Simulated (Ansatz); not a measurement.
**Pt: what a missing neighbour costs**

Method: DFT PBE, scalar-relativistic, plane waves, PAW (Ansatz 0.2.0).

Cutoff 420 eV, Γ-centred meshes of like density (1×1×25 for the 1-atom cell), Gaussian smearing of 0.05 eV, energies at zero smearing and 0 K, each start's symmetry kept, collinear spin.

Bulk Pt (Fm-3m) has 12 nearest neighbours at 2.81 Å and a cohesive energy of 5.54 eV against the spin-polarised free atom. These structures stand in vacuum and were relaxed; neighbours count within 1.1 bulk bonds.

| start | atoms × neighbours | mean bond (Å) | energy over bulk (eV/atom) |
| --- | --- | --- | --- |
| linear chain | 1×2 | 2.35 | 2.60 |
| dimerised chain | 2×2 | 2.35 | 2.60 |
| zigzag chain | 2×2 | 2.35 | 2.31 |
| ladder chain | 4×3 | 2.45 | 1.84 |
| strip chain | 2×4 | 2.56 | 1.92 |

Q: Compare two estimates without free parameters: bonds of fixed strength, and a band energy that grows as the square root of coordination.

A: With fixed bonds an atom with z neighbours loses E_coh(1 − z/12); in the second-moment picture the band narrows as √z and it loses E_coh(1 − √(z/12)). Averaged over the atoms, in eV:
| start | fixed bonds | square root | computed |
| --- | --- | --- | --- |
| linear chain | 4.61 | 3.28 | 2.60 |
| dimerised chain | 4.61 | 3.28 | 2.60 |
| zigzag chain | 4.61 | 3.28 | 2.31 |
| ladder chain | 4.15 | 2.77 | 1.84 |
| strip chain | 3.69 | 2.34 | 1.92 |

The rms misses are 2.09 and 0.76 eV. Fixed bonds overshoot every row: the bonds that remain grow stronger when neighbours are missing, which the square root captures in part, and the bonds shorten by up to 16 %. Even the square root lies above every computed value, since it holds bond lengths fixed and knows nothing of shells, hybridisation or moments.

Spin-orbit coupling is left out, which matters for the bands of heavy elements.

Gaps under about 0.2 eV rest on few k points and may close between them. Each run keeps its start's symmetry and one magnetic start, so lower states can exist. Rows stand on unlike meshes and boxes, so starts that end alike can differ by a few hundredths of an eV per atom.